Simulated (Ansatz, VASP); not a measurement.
CdTe in VASP and in Ansatz

```xyz
2
Lattice="0.0000 3.0444 3.0444 3.0444 0.0000 3.0444 3.0444 3.0444 0.0000" Properties=species:S:1:pos:R:3 pbc="T T T"
Cd    0.0000    0.0000    0.0000
Te    3.0444    3.0444    3.0444
```

The cell was built by a generator and needn't be a form met in nature.

Alike in both runs: task single point; functional PBEsol; k mesh 6 × 6 × 6; occupations fermi-dirac, width 0.02 eV; no spin polarisation.

```csv
,VASP,Ansatz
version,VASP 6.6.1,Ansatz 0.2.0
potentials or method,"VASP PAW PBE potentials, release 64 (Cd, Te)","plane waves, PAW"
plane-wave cutoff (eV),520,420
valence electrons in the cell,18,36
```

|  | VASP | Ansatz | Ansatz less VASP |
| --- | --- | --- | --- |
| pressure (GPa) | -1.9 | -2.2 | -0.21 |

The two sets of potentials don't hold the same shells in valence.

Caveats: the PAW data sets were made with another functional, which shifts forces and pressure a little (VASP). Spin-orbit coupling is left out, which matters for the levels of Te.
